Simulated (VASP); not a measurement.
# WS2 in VASP: notebook

One slab, WS2, is run at these levels: RPBE, revPBE, BLYP, PW91, LDA; tasks: band structure, equation of state.

Everything below comes from runs of VASP 6.6.1. Logs are shortened: lines on timing, memory, paths and dates and some standing lists are left out, and cuts for length are marked.

## 1. Starting point

The cell holds a slab with vacuum, 6 atoms: a = 3.183 Å, b = 3.183 Å, c = 23.669 Å, α = 90.00°, β = 90.00°, γ = 120.00°.

## 2. Band structure, RPBE

INCAR

```
SYSTEM = WS2
  PREC = Accurate
  ENCUT = 520
  EDIFF = 1E-7
  ISMEAR = -1
  SIGMA = 0.05
  LREAL = .FALSE.
  LASPH = .TRUE.
  NELM = 60
  ALGO = Normal
  ISIF = 2
  LWAVE = .FALSE.
  LCHARG = .FALSE.
  LMAXMIX = 4
  GGA = RP
  NBANDS = 35
```

KPOINTS

```
Automatic mesh
0
G
  7 7 2
  0 0 0
```

POSCAR

```
WS2
1.0
    3.1832085602      0.0000000000      0.0000000000
   -1.5916042801      2.7567394786      0.0000000000
    0.0000000000      0.0000000000     23.6687632500
W S
2 4
Direct
    0.6666666667      0.3333333333      0.3626824600
    0.3333333333      0.6666666667      0.6373175400
    0.6666666667      0.3333333333      0.7031838900
    0.3333333333      0.6666666667      0.4285581700
    0.6666666667      0.3333333333      0.5714418300
    0.3333333333      0.6666666667      0.2968161100
```

KPOINTS_OPT

```
path GMKGALHA,LM,KH
20
line-mode
reciprocal
 0.0000000000  0.0000000000  0.0000000000  G
 0.5000000000  0.0000000000  0.0000000000  M

 0.5000000000  0.0000000000  0.0000000000  M
 0.3333333333  0.3333333333  0.0000000000  K

 0.3333333333  0.3333333333  0.0000000000  K
 0.0000000000  0.0000000000  0.0000000000  G

 0.0000000000  0.0000000000  0.0000000000  G
 0.0000000000  0.0000000000  0.5000000000  A

 0.0000000000  0.0000000000  0.5000000000  A
 0.5000000000  0.0000000000  0.5000000000  L

 0.5000000000  0.0000000000  0.5000000000  L
 0.3333333333  0.3333333333  0.5000000000  H

 0.3333333333  0.3333333333  0.5000000000  H
 0.0000000000  0.0000000000  0.5000000000  A

 0.5000000000  0.0000000000  0.5000000000  L
 0.5000000000  0.0000000000  0.0000000000  M

 0.3333333333  0.3333333333  0.0000000000  K
 0.3333333333  0.3333333333  0.5000000000  H
```

Potentials or basis: VASP PAW PBE potentials, release 64 (W_sv, S).

Started as:

```sh
cat potpaw_PBE.64/W_sv/POTCAR potpaw_PBE.64/S/POTCAR > POTCAR
mpirun -np 1 vasp_std > vasp.out
```

OUTCAR:

```text
SYSTEM = WS2
   PREC = Accurate
   ENCUT = 520
   EDIFF = 1E-7
   ISMEAR = -1
   LREAL = .FALSE.
   LASPH = .TRUE.
   NELM = 60
   ISIF = 2
   GGA = RP

 ion  position               nearest neighbor table
   1  0.667  0.333  0.363-   6 2.41   6 2.41   6 2.41   4 2.41   4 2.41   4 2.41
   2  0.333  0.667  0.637-   3 2.41   3 2.41   3 2.41   5 2.41   5 2.41   5 2.41
   3  0.667  0.333  0.703-   2 2.41   2 2.41   2 2.41
   4  0.333  0.667  0.429-   1 2.41   1 2.41   1 2.41
   5  0.667  0.333  0.571-   2 2.41   2 2.41   2 2.41
   6  0.333  0.667  0.297-   1 2.41   1 2.41   1 2.41

  LATTYP: Found a hexagonal cell.
 ALAT       =     3.1832085602
 C/A-ratio  =     7.4355050266

  Lattice vectors:

 A1 = (   3.1832085602,   0.0000000000,   0.0000000000)
 A2 = (  -1.5916042801,   2.7567394786,   0.0000000000)
 A3 = (   0.0000000000,   0.0000000000,  23.6687632500)

Analysis of symmetry for initial positions (statically):
=====================================================================
 Subroutine PRICEL returns:
 Original cell was already a primitive cell.

 Routine SETGRP: Setting up the symmetry group for a
 hexagonal supercell.

 Subroutine GETGRP returns: Found 12 space group operations
 (whereof 12 operations were pure point group operations)
 out of a pool of 24 trial point group operations.

The static configuration has the point symmetry D_3d.

Analysis of symmetry for dynamics (positions and initial velocities):
=====================================================================
 Subroutine PRICEL returns:
 Original cell was already a primitive cell.

 Routine SETGRP: Setting up the symmetry group for a
 hexagonal supercell.

 Subroutine GETGRP returns: Found 12 space group operations
 (whereof 12 operations were pure point group operations)
 out of a pool of 24 trial point group operations.

The dynamic configuration has the point symmetry D_3d.

 Subroutine INISYM returns: Found 12 space group operations
 (whereof 12 operations are pure point group operations),
 and found     1 'primitive' translations

----------------------------------------------------------------------------------------

                                     Primitive cell

  volume of cell :     207.6999

  direct lattice vectors                    reciprocal lattice vectors
     3.183208560  0.000000000  0.000000000     0.314148439  0.181373686  0.000000000
    -1.591604280  2.756739479  0.000000000     0.000000000  0.362747372  0.000000000
     0.000000000  0.000000000 23.668763250     0.000000000  0.000000000  0.042249778

  length of vectors
     3.183208560  3.183208560 23.668763250     0.362747372  0.362747372  0.042249778

  position of ions in fractional coordinates (direct lattice)
     0.666666667  0.333333333  0.362682460
     0.333333333  0.666666667  0.637317540
     0.666666667  0.333333333  0.703183890
     0.333333333  0.666666667  0.428558170
     0.666666667  0.333333333  0.571441830
     0.333333333  0.666666667  0.296816110

  ion indices of the primitive-cell ions
   primitive index   ion index
                 1           1
                 2           2
                 3           3
                 4           4
                 5           5
                 6           6

----------------------------------------------------------------------------------------

 KPOINTS: Automatic mesh

Automatic generation of k-mesh.
 Grid dimensions read from file:
 generate k-points for:    7    7    2

 Generating k-lattice:

  Cartesian coordinates                     Fractional coordinates (reciprocal lattice)
     0.044878348  0.025910527  0.000000000     0.142857143  0.000000000  0.000000000
     0.000000000  0.051821053  0.000000000     0.000000000  0.142857143  0.000000000
     0.000000000  0.000000000  0.021124889     0.000000000  0.000000000  0.500000000

  Length of vectors
     0.051821053  0.051821053  0.021124889

  Shift w.r.t. Gamma in fractional coordinates (k-lattice)
     0.000000000  0.000000000  0.000000000

 Subroutine IBZKPT returns following result:
 ===========================================

 Found     16 irreducible k-points:

 Following reciprocal coordinates:
            Coordinates               Weight
  0.000000  0.000000  0.000000      1.000000
  0.142857  0.000000  0.000000      6.000000
  0.285714  0.000000  0.000000      6.000000
  0.428571  0.000000  0.000000      6.000000
  0.142857  0.142857  0.000000      6.000000
  0.285714  0.142857  0.000000     12.000000
[... 8 lines left out ...]
  0.428571  0.142857  0.500000      6.000000
  0.285714  0.285714  0.500000      6.000000
   k-points           NKPTS =     16   k-points in BZ     NKDIM =     16   number of bands    NBANDS=     35
   number of dos      NEDOS =    301   number of ions     NIONS =      6
   total plane-waves  NPLWV = 103680
   dimension x,y,z NGX =    24 NGY =   24 NGZ =  180
   dimension x,y,z NGXF=    48 NGYF=   48 NGZF=  360
   ions per type =               2   4
   NGX,Y,Z   is equivalent  to a cutoff of  12.53, 12.53, 12.64 a.u.
   NGXF,Y,Z  is equivalent  to a cutoff of  25.07, 25.07, 25.29 a.u.
 SYSTEM =  WS2
   PREC   = accura    normal or accurate (medium, high low for compatibility)
   ISTART =      0    job   : 0-new  1-cont  2-samecut
   ICHARG =      2    charge: 1-file 2-atom 10-const
   ISPIN  =      1    spin polarized calculation?
   LNONCOLLINEAR =      F non collinear calculations
   LSORBIT =      F    spin-orbit coupling
   LASPH  =      T    aspherical Exc in radial PAW
   ENCUT  =  520.0 eV  38.22 Ry    6.18 a.u.   5.92  5.92 44.01*2*pi/ulx,y,z
   NELM   =     60;   NELMIN=  2; NELMDL= -5     # of ELM steps
   EDIFF  = 0.1E-06   stopping-criterion for ELM
   LREAL  =      F    real-space projection
   EDIFFG = 0.1E-05   stopping-criterion for IOM
   NSW    =      0    number of steps for IOM
   IBRION =     -1    ionic relax: 0-MD 1-quasi-New 2-CG
   NFREE  =      0    steps in history (QN), initial steepest desc. (CG)
   ISIF   =      2    stress and relaxation
   ISYM   =      2    0-nonsym 1-usesym 2-fastsym
   POTIM  = 0.5000    time-step for ionic-motion
   TEBEG  =    0.0;   TEEND  =   0.0 temperature during run
   PSTRESS=    0.0 pullay stress
   NELECT =      52.0000    total number of electrons
   NUPDOWN=      -1.0000    fix difference up-down
   EMIN   =  10.00;   EMAX   =-10.00  energy-range for DOS
   EFERMI =   0.00;   METHOD = LEGACY
   ISMEAR =    -1;   SIGMA  =   0.05  broadening in eV -4-tet -1-fermi 0-gaus
   EFERMI_NEDOS =   21; number of points for ismear=-14 and -15
   IALGO  =     38    algorithm
   IMIX   =      4    mixing-type and parameters
     AMIX     =   0.40;   BMIX     =  1.00
     AMIX_MAG =   1.60;   BMIX_MAG =  1.00
  volume/ion in A,a.u.               =      34.62       233.60
  Fermi-wavevector in a.u.,A,eV,Ry     =   1.031804  1.949827 14.485024  1.064619
  Thomas-Fermi vector in A             =   2.165970
   LORBIT       =      0    0 simple, 1 ext, 2 COOP (PROOUT), +10 PAW based schemes
   GGA     = RP    functional components
   LHFCALC =     F    Hartree Fock is set to
   AEXX    =    0.0000 exact exchange contribution
   IVDW    =     0    specifies the selected vdW correction
   LEPSILON=     F    determine dielectric tensor
   LRPA    =     F    only Hartree local field effects (RPA)
 non-spin polarized calculation
  energy-cutoff  :      520.00
  volume of cell :      207.70
 maximum number of plane-waves:      5636
 NGX is ok and might be reduce to    24
   NGX = 11   NGY = 11   NGZ = 89

 number of electron      52.0000000 magnetization

 Free energy of the ion-electron system (eV)
  ---------------------------------------------------
  ext. energy  EPLUGINS =         0.00000000
  ---------------------------------------------------
  free energy    TOTEN  =       -44.90277838 eV

  energy without entropy =      -44.90277837  energy(sigma->0) =      -44.90277837

 E-fermi :   1.9244     XC(G=0):  -6.0744

 val. band max:        1.1235881500   @ k =   0.0000   0.0000   0.0000
 cond. band min:       2.8192893597   @ k =   0.1429   0.1429   0.0000
 fundamental gap:      1.6957012097
 Fermi energy:         1.9244268881

 k-point     1 :       0.0000    0.0000    0.0000
  band No.  band energies     occupation
      1     -73.2258      2.00000
      2     -73.2258      2.00000
      3     -37.4548      2.00000
      4     -37.4548      2.00000
      5     -37.3150      2.00000
      6     -37.3150      2.00000
[... 27 lines left out ...]
     34       3.9060      0.00000
     35       5.7659      0.00000

 k-point     2 :       0.1429    0.0000    0.0000
  band No.  band energies     occupation
      1     -73.2227      2.00000
      2     -73.2227      2.00000
      3     -37.4433      2.00000
      4     -37.4433      2.00000
      5     -37.3786      2.00000
      6     -37.3786      2.00000
[... 27 lines left out ...]
     34       4.2785      0.00000
     35       6.2769      0.00000

 k-point     3 :       0.2857    0.0000    0.0000
  band No.  band energies     occupation
      1     -73.2157      2.00000
      2     -73.2157      2.00000
      3     -37.5189      2.00000
      4     -37.5189      2.00000
      5     -37.4174      2.00000
      6     -37.4174      2.00000
[... 27 lines left out ...]
     34       5.1624      0.00000
     35       7.3272      0.00000
[... 419 lines left out ...]
 k-point    15 :       0.4286    0.1429    0.5000
  band No.  band energies     occupation
      1     -73.2085      2.00000
      2     -73.2085      2.00000
      3     -37.6251      2.00000
      4     -37.6251      2.00000
      5     -37.4322      2.00000
      6     -37.4322      2.00000
[... 27 lines left out ...]
     34       5.6506      0.00000
     35       6.4799      0.00000

 k-point    16 :       0.2857    0.2857    0.5000
  band No.  band energies     occupation
      1     -73.2078      2.00000
      2     -73.2078      2.00000
      3     -37.5830      2.00000
      4     -37.5830      2.00000
      5     -37.4924      2.00000
      6     -37.4924      2.00000
[... 27 lines left out ...]
     34       6.3079      0.00000
     35       7.4793      0.00000

------------------------ aborting loop because EDIFF is reached ----------------------------------------

  FORCE on cell =-STRESS in cart. coord.  units (eV):
  Direction    XX          YY          ZZ          XY          YZ          ZX
  --------------------------------------------------------------------------------------
  -------------------------------------------------------------------------------------
  Total        2.6485559      2.6485559      3.2877555      0.0000000      0.0000000      0.0000000
  in kB       20.4307042     20.4307042     25.3614284      0.0000000      0.0000000      0.0000000
  external PRESSURE =      22.0742790 kB  Pullay stress =       0.0000000 kB

 VOLUME and BASIS-vectors are now :
 -----------------------------------------------------------------------------
  energy-cutoff  :      520.00
  volume of cell :      207.70
      direct lattice vectors                 reciprocal lattice vectors
     3.183208560  0.000000000  0.000000000     0.314148439  0.181373686  0.000000000
    -1.591604280  2.756739479  0.000000000     0.000000000  0.362747372  0.000000000
     0.000000000  0.000000000 23.668763250     0.000000000  0.000000000  0.042249778

 POSITION                                       TOTAL-FORCE (eV/Angst)
 -----------------------------------------------------------------------------------
      1.59160      0.91891      8.58425        -0.000000      0.000000     -0.018474
     -0.00000      1.83783     15.08452         0.000000     -0.000000      0.018474
      1.59160      0.91891     16.64349         0.000000     -0.000000      0.446649
     -0.00000      1.83783     10.14344         0.000000     -0.000000      0.316780
      1.59160      0.91891     13.52532         0.000000      0.000000     -0.316780
     -0.00000      1.83783      7.02527        -0.000000     -0.000000     -0.446649
 -----------------------------------------------------------------------------------
    total drift:                                0.000000     -0.000000      0.000000

  FREE ENERGIE OF THE ION-ELECTRON SYSTEM (eV)
  ---------------------------------------------------
  free  energy   TOTEN  =       -44.9027783756 eV

  energy  without entropy=      -44.9027783674  energy(sigma->0) =      -44.90277837
```

It took 5.4 min on 1 thread of Intel Xeon 6975P-C (Granite Rapids), shared host; peak memory 0.41 GiB.

Results:

```yaml
Free_energy: -44.9028 eV
Largest_force: 0.447 eV/Å
Band_gap_on_the_k_mesh: 1.70 eV, indirect (least direct gap 2.41 eV)
Band_gap_along_the_path: 1.50 eV, indirect (least direct gap 1.78 eV)
```

Forces in eV/Å, atoms in the order of the input:
```
W    0.000  0.000 -0.018
W    0.000  0.000  0.018
S    0.000  0.000  0.447
S    0.000  0.000  0.317
S    0.000  0.000 -0.317
S    0.000  0.000 -0.447
```

Levels at the corners of the path, in eV from the valence-band top:
```tsv
point	band 23	band 24	band 25	band 26	band 27	band 28	band 29	band 30
Γ	-1.96	-1.96	-0.46	0.00	2.58	2.58	2.58	2.58
M	-1.65	-1.60	-1.26	-1.22	2.55	2.56	2.99	3.06
M	-1.65	-1.60	-1.26	-1.22	2.55	2.56	2.99	3.06
K	-2.69	-2.69	-0.33	-0.28	1.50	1.50	2.93	3.30
K	-2.69	-2.69	-0.33	-0.28	1.50	1.50	2.93	3.30
Γ	-1.96	-1.96	-0.46	0.00	2.58	2.58	2.58	2.58
Γ	-1.96	-1.96	-0.46	0.00	2.58	2.58	2.58	2.58
A	-1.96	-1.96	-0.46	0.00	2.58	2.58	2.58	2.58
A	-1.96	-1.96	-0.46	0.00	2.58	2.58	2.58	2.58
L	-1.65	-1.60	-1.26	-1.22	2.55	2.56	2.99	3.06
L	-1.65	-1.60	-1.26	-1.22	2.55	2.56	2.99	3.06
H	-2.69	-2.69	-0.33	-0.28	1.50	1.50	2.93	3.30
H	-2.69	-2.69	-0.33	-0.28	1.50	1.50	2.93	3.30
A	-1.96	-1.96	-0.46	0.00	2.58	2.58	2.58	2.58
L	-1.65	-1.60	-1.26	-1.22	2.55	2.56	2.99	3.06
M	-1.65	-1.60	-1.26	-1.22	2.55	2.56	2.99	3.06
K	-2.69	-2.69	-0.33	-0.28	1.50	1.50	2.93	3.30
H	-2.69	-2.69	-0.33	-0.28	1.50	1.50	2.93	3.30
```

Caveat: the PAW data sets were made with another functional, which shifts forces and pressure a little; spin-orbit coupling is left out, which moves the levels of the heavy elements. Expect the measured gap to be larger: semilocal functionals such as RPBE lack the derivative discontinuity.

(Continued in part 2 of 3.)
